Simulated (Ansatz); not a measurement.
**C2H4O2: structure from calculated spectroscopic constants**

These gas-phase data were calculated for one isomer of C2H4O2 at PBE-D3(BJ)/def2-SVP (harmonic, unscaled wavenumbers; equilibrium rotational constants with average atomic masses):

```
rotational constants            : 11.19, 9.368, 5.27 GHz
all wavenumbers above 1500 cm⁻¹ : 3624, 3131, 3078, 2995, 1815
```

Candidates:

(1) `CC(=O)O`, a singlet
(2) `COC=O`, a singlet

**Question.** Which candidate do the data belong to?

**Answer.** Candidate (1). The band at 3624 cm⁻¹ lies where the O–H stretch is expected; (2) has no mode between 3300 and 4000 cm⁻¹.

The same quantities for all candidates:

|  | rotational constants (GHz) | wavenumbers above 1500 cm⁻¹ | E above the lowest, PBE-D3(BJ)/def2-SVP (kcal/mol) |
| --- | --- | --- | --- |
| (1) | 11.19, 9.368, 5.27 | 3624, 3131, 3078, 2995, 1815 | 0.0 |
| (2) | 19.86, 6.805, 5.239 | 3116, 3068, 2979, 2950, 1796 | 15.8 |

Harmonic stretches to hydrogen usually lie a few per cent above observed fundamentals. Each candidate is one conformer. Programs: Ansatz 0.2.0.
